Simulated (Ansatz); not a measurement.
## MnS under changes of volume

One of the cells (17.667 Å³/atom); the others are scaled copies at fixed shape and fractional positions:

```xyz
2
Lattice="0.0000 2.6045 2.6045 2.6045 0.0000 2.6045 2.6045 2.6045 0.0000" Properties=species:S:1:pos:R:3 pbc="T T T"
Mn    0.0000    0.0000    0.0000
S     2.6045    2.6045    2.6045
```

| Item | Value |
| --- | --- |
| Program | Ansatz 0.2.0 |
| Functional | PBE |
| Potentials or basis | all-electron LAPW, scalar-relativistic |
| Cutoff | 235 eV (chosen from the basis error) |
| Basis error allowed | 0.0005 eV/atom |
| k mesh | 9 × 9 × 9 |
| Occupations | fermi-dirac, width 0.05 eV |
| Spin | collinear spin, ferromagnetic start |
| Starting moments | [4.0, 0.0] μB |

```tsv
volume (Å³/atom)	energy over the lowest point (meV/atom)	pressure (GPa)	moment (μB per cell)
16.607	0.00	0.4	4.54
16.961	0.07	-0.7	4.61
17.314	2.56	-1.8	4.67
17.667	7.58	-2.9	4.71
18.021	?	?	?
18.374	24.23	-4.7	4.80
18.727	35.53	-5.6	4.83
```

Problem. What does the run at 18.021 Å³/atom give?

Solution. Energy over the lowest point 14.89 meV/atom; pressure -3.8 GPa; moment 4.76 μB per cell.

Worked out: A Birch-Murnaghan fit of order 3 (a polynomial in V^(-2/3)) to the other rows has its minimum at 16.78 Å³/atom with B0 = V·E''(V) = 57 GPa (rough, since the energies scatter). It gives 14.85 meV/atom at 18.021 Å³/atom, against the run's 14.89, and -dE/dV = -3.8 GPa, against -3.8. A parabola through the other rows of the moment, of slope 0.116 μB per Å³/atom there, gives 4.76 μB, against the run's 4.76.

Energies are extrapolated to zero smearing.

Caveats: a cell with one magnetic atom can't hold antiferromagnetic order, which such compounds often take.
